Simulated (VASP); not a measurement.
InP: single point with LDA

The system is InP.

```
In P
1.0
     0.00000    2.76090    2.76090
     2.76090    0.00000    2.76090
     2.76090    2.76090    0.00000
In P
1 1
Direct
  0.00000 0.00000 0.00000
  0.50000 0.50000 0.50000
```

Measurements of this composition are mostly on another form, of space group No. 216.

| Item | Value |
| --- | --- |
| Program | VASP 6.6.1 |
| Task | single point |
| Functional | LDA |
| Potentials or basis | VASP PAW LDA potentials, release 64 (In_d, P) |
| Cutoff | 520 eV |
| k mesh | 14 × 14 × 14 |
| Occupations | fermi-dirac, width 0.15 eV |
| Spin | no spin polarisation |
| Dipole correction | no |
| Further INCAR settings | ALGO = Normal; EDIFF = 1e-06; NBANDS = 16 |

```
Pressure               : -4.3 GPa
Band gap on the k mesh : none (metal or under the smearing width)
```

Levels at points of the mesh, in eV from the Fermi level:
| k point | band 5 | band 6 | band 7 | band 8 | band 9 | band 10 | band 11 | band 12 | band 13 | band 14 |
| --- | --- | --- | --- | --- | --- | --- | --- | --- | --- | --- |
| (0.00, 0.00, 0.00) | -14.17 | -12.10 | -0.31 | -0.31 | -0.31 | 0.41 | 7.10 | 7.10 | 7.10 | 8.32 |
| (0.50, 0.00, 0.00) | -14.08 | -9.96 | -6.78 | 0.15 | 0.15 | 2.37 | 3.29 | 3.29 | 5.11 | 11.02 |
| (0.50, 0.50, 0.00) | -14.05 | -8.83 | -5.05 | -2.67 | -2.39 | -2.39 | 3.79 | 9.74 | 9.74 | 10.06 |

Wall time 66 s on 1 thread of Intel(R) Xeon(R) Platinum 8259CL CPU @ 2.50GHz (Skylake/Cascade Lake), on a shared host, peak memory 0.2 GiB.
